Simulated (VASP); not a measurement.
# BeS (F-43m) in VASP: further runs, part 2 of 2

VASP 6.6.1.

**3. Electric field gradients, PBE (volume scaled by 1.04)**

INCAR reads:

```
  PREC = Accurate
  ENCUT = 520
  EDIFF = 1E-8
  ISMEAR = -1
  SIGMA = 0.02
  LREAL = False
  LASPH = True
  NELM = 60
  ALGO = Normal
  ISIF = 2
  LWAVE = False
  LCHARG = False
  GGA = PE
  LEFG = True
  NBANDS = 11
```

KPOINTS reads:

```
Automatic mesh
0
Gamma
  9 9 9
```

POSCAR reads:

```
BeS
1.0
    0.0000000000      2.4569115543      2.4569115543
    2.4569115543      0.0000000000      2.4569115543
    2.4569115543      2.4569115543      0.0000000000
Be S
1 1
Direct
    0.0000000000      0.0000000000      0.0000000000
    0.7500000000      0.7500000000      0.7500000000
```

Potentials or basis: VASP PAW PBE potentials, release 64 (Be, S).

The run is started by

```bash
$ cat potpaw_PBE.64/Be/POTCAR potpaw_PBE.64/S/POTCAR > POTCAR
$ mpirun -np 1 vasp_std > vasp.out
```

OUTCAR:

```text
PREC = Accurate
   ENCUT = 520
   EDIFF = 1E-8
   ISMEAR = -1
   LREAL = False
   LASPH = True
   NELM = 60
   ISIF = 2
   GGA = PE

 ion  position               nearest neighbor table
   1  0.000  0.000  0.000-   2 2.13   2 2.13   2 2.13   2 2.13
   2  0.750  0.750  0.750-   1 2.13   1 2.13   1 2.13   1 2.13

  LATTYP: Found a face centered cubic cell.
 ALAT       =     4.9138231086

  Lattice vectors:

 A1 = (   0.0000000000,   2.4569115543,   2.4569115543)
 A2 = (   2.4569115543,   0.0000000000,   2.4569115543)
 A3 = (   2.4569115543,   2.4569115543,   0.0000000000)

Analysis of symmetry for initial positions (statically):
=====================================================================
 Subroutine PRICEL returns:
 Original cell was already a primitive cell.

 Routine SETGRP: Setting up the symmetry group for a
 face centered cubic supercell.

 Subroutine GETGRP returns: Found 24 space group operations
 (whereof 24 operations were pure point group operations)
 out of a pool of 48 trial point group operations.

The static configuration has the point symmetry T_d .

Analysis of symmetry for dynamics (positions and initial velocities):
=====================================================================
 Subroutine PRICEL returns:
 Original cell was already a primitive cell.

 Routine SETGRP: Setting up the symmetry group for a
 face centered cubic supercell.

 Subroutine GETGRP returns: Found 24 space group operations
 (whereof 24 operations were pure point group operations)
 out of a pool of 48 trial point group operations.

The dynamic configuration has the point symmetry T_d .

 Subroutine INISYM returns: Found 24 space group operations
 (whereof 24 operations are pure point group operations),
 and found     1 'primitive' translations

----------------------------------------------------------------------------------------

                                     Primitive cell

  volume of cell :      29.6619

  direct lattice vectors                    reciprocal lattice vectors
     0.000000000  2.456911554  2.456911554    -0.203507529  0.203507529  0.203507529
     2.456911554  0.000000000  2.456911554     0.203507529 -0.203507529  0.203507529
     2.456911554  2.456911554  0.000000000     0.203507529  0.203507529 -0.203507529

  length of vectors
     3.474597642  3.474597642  3.474597642     0.352485380  0.352485380  0.352485380

  position of ions in fractional coordinates (direct lattice)
     0.000000000  0.000000000  0.000000000
     0.750000000  0.750000000  0.750000000

  ion indices of the primitive-cell ions
   primitive index   ion index
                 1           1
                 2           2

----------------------------------------------------------------------------------------

 KPOINTS: Automatic mesh

Automatic generation of k-mesh.
 Grid dimensions read from file:
 generate k-points for:    9    9    9

 Generating k-lattice:

[... 77 lines left out ...]
   EFERMI_NEDOS =   21; number of points for ismear=-14 and -15
   IALGO  =     38    algorithm
   IMIX   =      4    mixing-type and parameters
     AMIX     =   0.40;   BMIX     =  1.00
     AMIX_MAG =   1.60;   BMIX_MAG =  1.00
  volume/ion in A,a.u.               =      14.83       100.08
  Fermi-wavevector in a.u.,A,eV,Ry     =   1.057723  1.998807 15.221900  1.118778
  Thomas-Fermi vector in A             =   2.193006
   LORBIT       =      0    0 simple, 1 ext, 2 COOP (PROOUT), +10 PAW based schemes
   GGA     = PE    functional components
   LHFCALC =     F    Hartree Fock is set to
   AEXX    =    0.0000 exact exchange contribution
   IVDW    =     0    specifies the selected vdW correction
   LEPSILON=     F    determine dielectric tensor
   LRPA    =     F    only Hartree local field effects (RPA)
 non-spin polarized calculation
  energy-cutoff  :      520.00
  volume of cell :       29.66
 maximum number of plane-waves:       821
 NGX is ok and might be reduce to    28

 number of electron       7.9999999 magnetization

 Free energy of the ion-electron system (eV)
  ---------------------------------------------------
  ext. energy  EPLUGINS =         0.00000000
  ---------------------------------------------------
  free energy    TOTEN  =       -10.00925295 eV

  energy without entropy =      -10.00925295  energy(sigma->0) =      -10.00925295

 E-fermi :   4.2020     XC(G=0):  -9.5693

 val. band max:        3.7769484887   @ k =   0.0000   0.0000   0.0000
 cond. band min:       7.0620740649   @ k =   0.4444   0.4444   0.0000
 fundamental gap:      3.2851255763
 Fermi energy:         4.2020229985

 k-point     1 :       0.0000    0.0000    0.0000
  band No.  band energies     occupation
      1      -9.6582      2.00000
      2       3.7769      2.00000
      3       3.7769      2.00000
      4       3.7769      2.00000
      5       9.3352      0.00000
      6       9.4595      0.00000
      7       9.4595      0.00000
      8       9.4595      0.00000
      9      16.5129      0.00000
     10      16.5129      0.00000
     11      18.3456      0.00000
[... 309 lines left out ...]
 k-point    24 :       0.4444    0.4444    0.0000
  band No.  band energies     occupation
      1      -7.7354      2.00000
      2      -0.9078      2.00000
      3       1.3201      2.00000
      4       1.3201      2.00000
      5       7.0621      0.00000
      6       8.7943      0.00000
      7      15.8438      0.00000
      8      15.8438      0.00000
      9      18.4032      0.00000
     10      19.7842      0.00000
     11      20.8945      0.00000

 [... further k-points ...]

------------------------ aborting loop because EDIFF is reached ----------------------------------------

  FORCE on cell =-STRESS in cart. coord.  units (eV):
  Direction    XX          YY          ZZ          XY          YZ          ZX
  --------------------------------------------------------------------------------------
  -------------------------------------------------------------------------------------
  Total       -0.3786179     -0.3786179     -0.3786179      0.0000000      0.0000000     -0.0000000
  in kB      -20.4509335    -20.4509335    -20.4509335      0.0000000      0.0000000     -0.0000000
  external PRESSURE =     -20.4509335 kB  Pullay stress =       0.0000000 kB

 VOLUME and BASIS-vectors are now :
 -----------------------------------------------------------------------------
  energy-cutoff  :      520.00
  volume of cell :       29.66
      direct lattice vectors                 reciprocal lattice vectors
     0.000000000  2.456911554  2.456911554    -0.203507529  0.203507529  0.203507529
     2.456911554  0.000000000  2.456911554     0.203507529 -0.203507529  0.203507529
     2.456911554  2.456911554  0.000000000     0.203507529  0.203507529 -0.203507529

 POSITION                                       TOTAL-FORCE (eV/Angst)
 -----------------------------------------------------------------------------------
      0.00000      0.00000      0.00000         0.000000      0.000000      0.000000
      3.68537      3.68537      3.68537        -0.000000     -0.000000     -0.000000
 -----------------------------------------------------------------------------------
    total drift:                                0.000000      0.000000      0.000000

  FREE ENERGIE OF THE ION-ELECTRON SYSTEM (eV)
  ---------------------------------------------------
  free  energy   TOTEN  =       -10.0092529510 eV

  energy  without entropy=      -10.0092529510  energy(sigma->0) =      -10.00925295

 Electric field gradients (V/A^2)
---------------------------------------------------------------------
 ion       V_xx      V_yy      V_zz      V_xy      V_xz      V_yz
---------------------------------------------------------------------
   1      -0.000    -0.000     0.000     0.000     0.000     0.000
   2      -0.000    -0.000    -0.000     0.000     0.000     0.000
---------------------------------------------------------------------

 Electric field gradients after diagonalization (V/A^2)
 (convention: |V_zz| > |V_xx| > |V_yy|)
----------------------------------------------------------------------
 ion       V_xx      V_yy      V_zz     asymmetry (V_yy - V_xx)/ V_zz
----------------------------------------------------------------------
   1      -0.000    -0.000     0.000       0.000
   2      -0.000    -0.000     0.001       0.000
----------------------------------------------------------------------

           NMR quadrupolar parameters

 Cq : quadrupolar parameter    Cq=e*Q*V_zz/h
 eta: asymmetry parameters     (V_yy - V_xx)/ V_zz
 Q  : nuclear electric quadrupole moment in mb (millibarn)
----------------------------------------------------------------------
 ion       Cq(MHz)       eta       Q (mb)
----------------------------------------------------------------------
   1       0.000       0.000       1.000
   2       0.000       0.000       1.000
----------------------------------------------------------------------
```

Run time: 9.8 s. Hardware: 1 thread of Intel Xeon Platinum 8488C (Sapphire Rapids), shared host; peak memory 0.15 GiB.

Results:

```yaml
Free_energy: -10.0093 eV
Pressure: -2.0 GPa
Band_gap_on_the_k_mesh: 3.29 eV, indirect (least direct gap 5.56 eV)
```

Electric field gradients, principal values (V/Å²):
```csv
atom,Vxx,Vyy,Vzz
1 Be,0.000,0.000,0.000
2 S,0.000,0.000,0.001
```

Caveat: an odd mesh through Γ misses points on the zone boundary, where band edges often lie.
